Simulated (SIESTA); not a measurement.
TiCo:

```xyz
2
Lattice="2.9861 0.0000 0.0000 0.0000 2.9861 0.0000 0.0000 0.0000 2.9861" Properties=species:S:1:pos:R:3 pbc="T T T"
Co    1.4931    1.4931    1.4931
Ti    0.0000    0.0000    0.0000
```

The cell comes from a database or a generator and needn't be the stable form of this composition.

Program: SIESTA 5.4.2. Alike in all runs: task band structure; spin collinear, ferromagnetic start; cell as given; k mesh 9 × 9 × 9; smearing fermi-dirac 0.05 eV; grid cutoff 800 Ry; energy shift 0.003 Ry.

Task: Order these runs on this cell by their pressure, lowest first.
A. level PBE; potentials or basis SG15 1.2 (PBE files) or PseudoDojo by element, DZP (energy shift 0.003 Ry; two zetas on semicore shells)
B. level LDA; potentials or basis PseudoDojo 0.4 standard (LDA files), DZP (energy shift 0.003 Ry; two zetas on semicore shells)
C. level PBE; potentials or basis Ansatz NC with PseudoDojo 0.4 standard (PBE files), DZP (energy shift 0.003 Ry; two zetas on semicore shells)
D. level PBE; potentials or basis SPMS 1.0 (PBE files) or PseudoDojo by element, DZP (energy shift 0.003 Ry; two zetas on semicore shells)

Result: B (-15.9 GPa), D (-3.2 GPa), C (-1.1 GPa), A (0.7 GPa).

Caveats: the basis of atomic orbitals isn't converged, which shifts pressures, moduli and gaps; short orbitals over semicore shells can move pressures by several GPa (some runs).

Not every run made on this cell is shown here.
